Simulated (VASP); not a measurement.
# FeSi23 (a cell with a defect) in VASP: single point with HSE06

Aim: the single point of FeSi23 (a cell with a defect) with HSE06.

Everything below comes from runs of VASP 6.6.1. Logs are shortened: lines on timing, memory, paths and dates and some standing lists are left out, and cuts for length are marked.

### Step 1. Starting point

The cell holds a defect, 24 atoms: a = 11.534 Å, b = 7.689 Å, c = 7.689 Å, α = 60.00°, β = 60.00°, γ = 60.00°.

### Step 2. Single point, HSE06, collinear spin, ferromagnetic start

POSCAR reads:

```
FeSi23                                  
1.0
    0.0000000000      8.1555000000      8.1555000000
    5.4370000000      0.0000000000      5.4370000000
    5.4370000000      5.4370000000      0.0000000000
  Fe              Si            
     1    23
Direct
     0.9974636571222208    0.0005400459177667    0.0005812750573974
     0.9997804608517913    0.0004114436505349    0.4996901271962856
     0.0006006996902104    0.5013971101385035    0.9973692779900074
     0.0005104531603344    0.5008892058544251    0.4985204551355950
     0.3328943081743075    0.0012599664345154    0.0000194567445460
     0.3358383847039934    0.9994117697906764    0.4965467972297648
     0.3366118703241808    0.4972026155518907    0.9979044804702537
     0.3342282615824884    0.5004859639458571    0.4980798125295475
     0.6699539112275642    0.9998124215068575    0.9986215559706521
     0.6652483711046787    0.0011287520474294    0.5016943178078811
     0.6663636461637193    0.5024270090350651    0.9993856392072111
     0.6680198237363862    0.5007602723147919    0.4985537552121789
     0.0843949594219891    0.1267477835236532    0.1247407204655731
     0.0869990151373299    0.1246697275502044    0.6203230309135153
     0.0878892783301351    0.6207699532885236    0.1225738445123174
     0.0845213196327056    0.6254592278710076    0.6226375881538889
     0.4208876756424227    0.1222868608314565    0.1216101739749083
     0.4153391091623347    0.1255130838432876    0.6260293041970263
     0.4165086942234698    0.6269628450947529    0.1233317571152988
     0.4182473129977994    0.6245052967227323    0.6230097641682398
     0.7457023103225920    0.1292301194510931    0.1286887334267513
     0.7501662241762305    0.1259609585472299    0.6243943634577627
     0.7511726617514788    0.6256108299615192    0.1238180925762795
     0.7505165913596333    0.6260837371262248    0.6244306764871317
```

INCAR.step1 reads:

```
SYSTEM = FeSi23
PREC     = Accurate       ! precision mode
ENCUT    = 350            ! plane-wave cutoff, eV
EDIFF    = 1E-5           ! SCF threshold, eV
ISMEAR   = 0              ! smearing method
SIGMA    = 0.03           ! smearing width, eV
LREAL    = Auto         
LASPH    = .True.         ! aspherical terms in the spheres
NELM     = 70             ! most SCF steps
ALGO     = Normal         ! electronic algorithm
ISIF     = 2              ! what is computed and relaxed
LWAVE    = .True.         ! write WAVECAR
LCHARG   = .False.        ! write CHGCAR
ISPIN    = 2              ! spin polarisation
MAGMOM   = 4 0 0 0 0 0 0 0 0 0 0 0 0 0 0 0 0 0 0 0 0 0 0 0 ! initial moments
LORBIT   = 11             ! projections on sites
NUPDOWN  = 4              ! fixed moment
LMAXMIX  = 4              ! l up to which the mixer works
NBANDS   = 72             ! bands
ISYM     = -1           
TIME     = 0.4          
NKRED    = 2            
GGA      = PE             ! functional
KPAR     = 2
```

INCAR.step2 reads:

```
SYSTEM = FeSi23
PREC     = Accurate       ! precision mode
ENCUT    = 350            ! plane-wave cutoff, eV
EDIFF    = 1E-4           ! SCF threshold, eV
ISMEAR   = 0              ! smearing method
SIGMA    = 0.03           ! smearing width, eV
LREAL    = Auto         
LASPH    = .True.         ! aspherical terms in the spheres
NELM     = 70             ! most SCF steps
ALGO     = Damped         ! electronic algorithm
ISIF     = 2              ! what is computed and relaxed
LWAVE    = .False.        ! write WAVECAR
LCHARG   = .False.        ! write CHGCAR
ISPIN    = 2              ! spin polarisation
MAGMOM   = 4 0 0 0 0 0 0 0 0 0 0 0 0 0 0 0 0 0 0 0 0 0 0 0 ! initial moments
LORBIT   = 11             ! projections on sites
NUPDOWN  = 4              ! fixed moment
LMAXMIX  = 4              ! l up to which the mixer works
GGA      = PE             ! functional
LHFCALC  = .True.         ! exact exchange
HFSCREEN = 0.2            ! screening, 1/A
PRECFOCK = Fast         
NBANDS   = 72             ! bands
ISYM     = -1           
TIME     = 0.4          
NKRED    = 2            
ISTART   = 1            
KPAR     = 2
```

KPOINTS reads:

```
regular mesh
0
Gamma
  2 2 2
  0 0 0
```

Potentials or basis: VASP PAW PBE potentials, release 64 (Fe, Si).

On the command line:

```console
$ cat potpaw_PBE.64/Fe/POTCAR potpaw_PBE.64/Si/POTCAR > POTCAR
$ cp INCAR.step1 INCAR
$ mpirun -np 4 vasp_std > vasp.out
$ cp INCAR.step2 INCAR
$ mpirun -np 4 vasp_std > vasp.out
```

OUTCAR:

```text
SYSTEM = FeSi23
   PREC = Accurate
   ENCUT = 350
   EDIFF = 1E-4
   ISMEAR = 0
   LREAL = Auto
   LASPH = .True.
   NELM = 70
   ISIF = 2
   ISPIN = 2
   LORBIT = 11
   NUPDOWN = 4
   GGA = PE
   LHFCALC = .True.
   HFSCREEN = 0.2
   PRECFOCK = Fast
   ISYM = -1
   NKRED = 2
   ISTART = 1

 ion  position               nearest neighbor table
   1  0.997  0.001  0.001-  21 2.37  15 2.38  14 2.39  13 2.39
   2  1.000  0.000  0.500-  22 2.35  16 2.35  13 2.35  14 2.36
   3  0.001  0.501  0.997-  23 2.35  13 2.35  16 2.35  15 2.36
   4  0.001  0.501  0.499-  16 2.35  24 2.35  15 2.36  14 2.36
   5  0.333  0.001  0.000-  13 2.34  18 2.35  19 2.35  17 2.35
   6  0.336  0.999  0.497-  14 2.34  18 2.35  20 2.35  17 2.35
[... 16 lines left out ...]
  23  0.751  0.626  0.124-   3 2.35   9 2.35  12 2.35  11 2.35
  24  0.751  0.626  0.624-  12 2.35  11 2.35   4 2.35  10 2.35

IMPORTANT INFORMATION: All symmetrisations will be switched off!
NOSYMM: (Re-)initialisation of all symmetry stuff for point group C_1.

----------------------------------------------------------------------------------------

                                     Primitive cell

  volume of cell :     482.1690

  direct lattice vectors                    reciprocal lattice vectors
     0.000000000  8.155500000  8.155500000    -0.061308320  0.061308320  0.061308320
     5.437000000  0.000000000  5.437000000     0.091962479 -0.091962479  0.091962479
     5.437000000  5.437000000  0.000000000     0.091962479  0.091962479 -0.091962479

  length of vectors
    11.533618708  7.689079139  7.689079139     0.106189124  0.159283687  0.159283687

  position of ions in fractional coordinates (direct lattice)
     0.997463657  0.000540046  0.000581275
     0.999780461  0.000411444  0.499690127
     0.000600700  0.501397110  0.997369278
     0.000510453  0.500889206  0.498520455
     0.332894308  0.001259966  0.000019457
     0.335838385  0.999411770  0.496546797
[... 16 lines left out ...]
     0.751172662  0.625610830  0.123818093
     0.750516591  0.626083737  0.624430676

  ion indices of the primitive-cell ions
   primitive index   ion index
                 1           1
                 2           2
                 3           3
                 4           4
                 5           5
                 6           6
[... 16 lines left out ...]
                23          23
                24          24

----------------------------------------------------------------------------------------

 KPOINTS: regular mesh

Automatic generation of k-mesh.
 Grid dimensions read from file:
 generate k-points for:    2    2    2

 Generating k-lattice:

  Cartesian coordinates                     Fractional coordinates (reciprocal lattice)
    -0.030654160  0.030654160  0.030654160     0.500000000  0.000000000  0.000000000
     0.045981240 -0.045981240  0.045981240     0.000000000  0.500000000  0.000000000
     0.045981240  0.045981240 -0.045981240     0.000000000  0.000000000  0.500000000

  Length of vectors
     0.053094562  0.079641843  0.079641843

  Shift w.r.t. Gamma in fractional coordinates (k-lattice)
     0.000000000  0.000000000  0.000000000

 Subroutine IBZKPT returns following result:
 ===========================================

 Found      8 irreducible k-points:

 Following reciprocal coordinates:
            Coordinates               Weight
  0.000000  0.000000  0.000000      1.000000
  0.500000  0.000000  0.000000      1.000000
  0.000000  0.500000  0.000000      1.000000
  0.500000  0.500000  0.000000      1.000000
  0.000000  0.000000  0.500000      1.000000
  0.500000  0.000000  0.500000      1.000000
  0.000000  0.500000  0.500000      1.000000
  0.500000  0.500000  0.500000      1.000000
   k-points           NKPTS =      8   k-points in BZ     NKDIM =      8   number of bands    NBANDS=     72
   number of dos      NEDOS =    301   number of ions     NIONS =     24
   total plane-waves  NPLWV = 161280
   dimension x,y,z NGX =    70 NGY =   48 NGZ =   48
   dimension x,y,z NGXF=   140 NGYF=   96 NGZF=   96
   ions per type =               1  23
   NGX,Y,Z   is equivalent  to a cutoff of  10.09, 10.38, 10.38 a.u.
[... 22 lines left out ...]
   NELECT =     100.0000    total number of electrons
   NUPDOWN=       4.0000    fix difference up-down
   EMIN   =  10.00;   EMAX   =-10.00  energy-range for DOS
   EFERMI =   0.00;   METHOD = LEGACY
   ISMEAR =     0;   SIGMA  =   0.03  broadening in eV -4-tet -1-fermi 0-gaus
   EFERMI_NEDOS =   21; number of points for ismear=-14 and -15
   IALGO  =     53    algorithm
   IMIX   =      4    mixing-type and parameters
     AMIX     =   0.40;   BMIX     =  1.00
     AMIX_MAG =   1.60;   BMIX_MAG =  1.00
  volume/ion in A,a.u.               =      20.09       135.58
  Fermi-wavevector in a.u.,A,eV,Ry     =   0.969040  1.831220 12.776397  0.939039
  Thomas-Fermi vector in A             =   2.099060
   LORBIT       =     11    0 simple, 1 ext, 2 COOP (PROOUT), +10 PAW based schemes
   GGA     = PE    functional components
   LHFCALC =     T    Hartree Fock is set to
   PRECFOCK=fast      Normal, Fast or Accurate (Low or Medium for compatibility)
   ENCUT4O =  -1.0   cutoff for four orbital integrals eV
   NKREDX  =     2    reduce k-point grid by
   NKREDY  =     2    reduce k-point grid by
   NKREDZ  =     2    reduce k-point grid by
   AEXX    =    0.2500 exact exchange contribution
   HFSCREEN=    0.2000 screening length (either q_TF or 0.3 A-1)
   HFSCREENC=   0.2000 screening length for correlation (either q_TF or 0.3 A-1)
   ENCUTFOCK=  -1.0 apply spherical cutoff to Coloumb kernel
   IVDW    =     0    specifies the selected vdW correction
   LEPSILON=     F    determine dielectric tensor
   LRPA    =     F    only Hartree local field effects (RPA)
 spin polarized calculation
 Gauss-broadening in eV      SIGMA  =   0.03
  energy-cutoff  :      350.00
  volume of cell :      482.17
 maximum number of plane-waves:      7219
  NGX = 40; NGY = 28; NGZ = 28
   NGX = 35   NGY = 23   NGZ = 23

 number of electron      99.9999999 magnetization       4.0000001

 Free energy of the ion-electron system (eV)
  ---------------------------------------------------
  ext. energy  EPLUGINS =         0.00000000
  ---------------------------------------------------
  free energy    TOTEN  =      -155.14395795 eV

  energy without entropy =     -155.14395795  energy(sigma->0) =     -155.14395795

 E-fermi :   4.8878     XC(G=0):  -7.8494

 val. band max:        5.2973999370   @ k =   0.0000   0.5000   0.0000
 cond. band min:       6.3107001598   @ k =   0.0000   0.0000   0.5000
 fundamental gap:      1.0133002228
 Fermi energy:         5.4288367478

 spin component 1

 k-point     1 :       0.0000    0.0000    0.0000
  band No.  band energies     occupation
      1      -7.8602      1.00000
      2      -6.4060      1.00000
      3      -6.2661      1.00000
      4      -5.3819      1.00000
      5      -5.3134      1.00000
      6      -5.2074      1.00000
[... 509 lines left out ...]
     61       8.6388      0.00000
     62       8.6919      0.00000
 Fermi energy:         4.8877708256

 spin component 2

 k-point     1 :       0.0000    0.0000    0.0000
  band No.  band energies     occupation
      1      -7.8589      1.00000
      2      -6.4054      1.00000
      3      -6.2737      1.00000
      4      -5.3875      1.00000
      5      -5.3182      1.00000
      6      -5.2079      1.00000
[... 509 lines left out ...]
     61       8.8267      0.00000
     62       8.8428      0.00000
 [bands above 62 left out]

------------------------ aborting loop because EDIFF is reached ----------------------------------------

  FORCE on cell =-STRESS in cart. coord.  units (eV):
  Direction    XX          YY          ZZ          XY          YZ          ZX
  --------------------------------------------------------------------------------------
  -------------------------------------------------------------------------------------
  Total        0.3076160     -0.4562623     -0.4372087     -0.4606811     -0.0653757     -0.4681873
  in kB        1.0221631     -1.5160934     -1.4527810     -1.5307762     -0.2172341     -1.5557182
  external PRESSURE =      -0.6489038 kB  Pullay stress =       0.0000000 kB

 VOLUME and BASIS-vectors are now :
 -----------------------------------------------------------------------------
  energy-cutoff  :      350.00
  volume of cell :      482.17
      direct lattice vectors                 reciprocal lattice vectors
     0.000000000  8.155500000  8.155500000    -0.061308320  0.061308320  0.061308320
     5.437000000  0.000000000  5.437000000     0.091962479 -0.091962479  0.091962479
     5.437000000  5.437000000  0.000000000     0.091962479  0.091962479 -0.091962479

 POSITION                                       TOTAL-FORCE (eV/Angst)
 -----------------------------------------------------------------------------------
      0.00610      8.13798      8.13775         0.033591     -0.066518     -0.043940
      2.71905     10.87052      8.15595        -0.036520      0.043219     -0.070449
      8.14879      5.42760      2.73100        -0.024258     -0.059231      0.040589
      5.43379      2.71462      2.72750         0.055982      0.040714      0.025457
      0.00696      2.71503      2.72177        -0.080248      0.052390      0.041186
      8.13353      5.43865      8.17273        -0.039432      0.034635      0.053686
[... 16 lines left out ...]
      4.07465      6.79939      9.52763         0.035093     -0.035476     -0.030233
      6.79905      9.51587      9.52486         0.018520     -0.042688     -0.037580
 -----------------------------------------------------------------------------------
    total drift:                                0.006791     -0.001918     -0.003178

  FREE ENERGIE OF THE ION-ELECTRON SYSTEM (eV)
  ---------------------------------------------------
  free  energy   TOTEN  =      -155.1439579474 eV

  energy  without entropy=     -155.1439579474  energy(sigma->0) =     -155.14395795

 total charge

# of ion       s       p       d       tot
------------------------------------------
    1        0.514   0.458   6.010   6.983
    2        0.765   0.947   0.000   1.712
    3        0.765   0.949   0.000   1.714
    4        0.764   0.945   0.000   1.709
    5        0.762   0.963   0.000   1.725
    6        0.759   0.963   0.000   1.722
[... 16 lines left out ...]
   23        0.758   0.965   0.000   1.724
   24        0.758   0.963   0.000   1.721
--------------------------------------------------
tot         18.087  22.474   6.010  46.572

 magnetization (x)

# of ion       s       p       d       tot
------------------------------------------
    1        0.031   0.101   3.186   3.318
    2        0.003   0.007   0.000   0.011
    3        0.003   0.007   0.000   0.010
    4        0.003   0.006   0.000   0.009
    5        0.004   0.012   0.000   0.016
    6        0.003   0.007   0.000   0.009
[... 16 lines left out ...]
   23        0.000   0.001   0.000   0.001
   24       -0.000   0.001   0.000   0.001
--------------------------------------------------
tot          0.067   0.164   3.186   3.417
```

It took 8.1 min on 4 MPI ranks of Intel Xeon 6975P-C (Granite Rapids), shared host; peak memory 0.7 GiB.

Results:

```yaml
Free_energy: -155.1440 eV
Pressure: -0.1 GPa
Largest_force: 0.340 eV/Å
Net_moment: 4.00 μB per cell
Site_moments: Fe +3.32; Si +0.01, +0.02, +0.00, -0.01, -0.00 μB
Valence_electrons_inside_the_program's_atomic_spheres: Fe 6.98; Si 1.71, 1.73, 1.72, 1.75
```

Forces in eV/Å, atoms in the order of the input:
```
Fe   0.034 -0.067 -0.044
Si  -0.037  0.043 -0.070
Si  -0.024 -0.059  0.041
Si   0.056  0.041  0.025
Si  -0.080  0.052  0.041
Si  -0.039  0.035  0.054
Si  -0.040  0.060  0.041
Si  -0.027  0.040  0.017
Si  -0.016  0.017  0.021
Si  -0.018 -0.001  0.028
Si  -0.022  0.023 -0.016
Si  -0.028  0.037  0.019
Si   0.197  0.190  0.171
Si  -0.192 -0.204  0.192
Si  -0.189  0.192 -0.201
Si   0.033 -0.019 -0.007
Si   0.089 -0.051 -0.044
Si   0.005 -0.014  0.008
Si   0.020 -0.025 -0.022
Si   0.026 -0.041 -0.033
Si   0.175 -0.153 -0.136
Si   0.022 -0.017 -0.016
Si   0.035 -0.035 -0.030
Si   0.019 -0.043 -0.038
```

Caveat: the k mesh is coarse (spacing up to 0.50 Å⁻¹), so the values aren't converged, least of all with exact exchange; the PAW data sets were made with another functional, which shifts forces and pressure a little; the total moment is fixed, so each spin has its own Fermi level.
